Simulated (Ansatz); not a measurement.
## Ge: from a guess to a relaxed structure

Computed with DFT PBE, scalar-relativistic, plane waves, PAW (Ansatz). Cutoff 420 eV, Gaussian smearing, Γ-centred meshes. Cell and atoms relax first on a coarse mesh and then on a finer one. In between, the cell is made exact in the group found at 0.06 Å. In metals the finer mesh still leaves noise of several meV/atom or more. The steps can't lower the symmetry of their start. No spin polarisation.

The cell of Ge is invented: 4-connected net of one element (Im-3m, No. 229). The dimensions are guesses.

```cif
data_structure
_symmetry_space_group_name_H-M 'P 1'
_symmetry_Int_Tables_number 1
_cell_length_a 5.8788
_cell_length_b 5.8788
_cell_length_c 5.8788
_cell_angle_alpha 109.471
_cell_angle_beta 109.471
_cell_angle_gamma 109.471
_cell_volume 156.40
loop_
_atom_site_label
_atom_site_type_symbol
_atom_site_fract_x
_atom_site_fract_y
_atom_site_fract_z
_atom_site_occupancy
Ge1 Ge 0.50000 0.75000 0.25000 1
Ge2 Ge 0.75000 0.25000 0.50000 1
Ge3 Ge 0.75000 0.50000 0.25000 1
Ge4 Ge 0.50000 0.25000 0.75000 1
Ge5 Ge 0.25000 0.75000 0.50000 1
Ge6 Ge 0.25000 0.50000 0.75000 1
```

Energies count from the standard state of Ge at the same level.

Task: Which structure results?

Result: The symmetry stays Im-3m (No. 229). The volume per atom grows by 14.7 %, from 26.1 to 29.9 Å³. The shortest distance goes from 2.40 Å (Ge–Ge) to 2.51 Å (Ge–Ge). Conventional cell: a = 7.106 Å. Ge is surrounded by 4 Ge at 2.51 Å.

```
Ge
1.0
    -3.55282    3.55282    3.55282
     3.55282   -3.55282    3.55282
     3.55282    3.55282   -3.55282
Ge
6
Direct
  0.50000 0.75000 0.25000
  0.75000 0.25000 0.50000
  0.75000 0.50000 0.25000
  0.50000 0.25000 0.75000
  0.25000 0.75000 0.50000
  0.25000 0.50000 0.75000
```

Task: Give its energy and gap.

Result: The energy over the standard state is +0.18 eV/atom and the gap on the 8×8×8 mesh of the 6-atom cell is 0 eV (the bands meet within 0.015 eV).

It lies above the standard state, so it could only be metastable.

The last run used Gaussian smearing of 0.10 eV. The zero gap may come from the functional, which often closes small gaps. A structure relaxed within its symmetry needn't be a true minimum. Another cell of Ge relaxed alike, in Pmma, lies 47 meV/atom lower, so this cell isn't the stable form at this level.
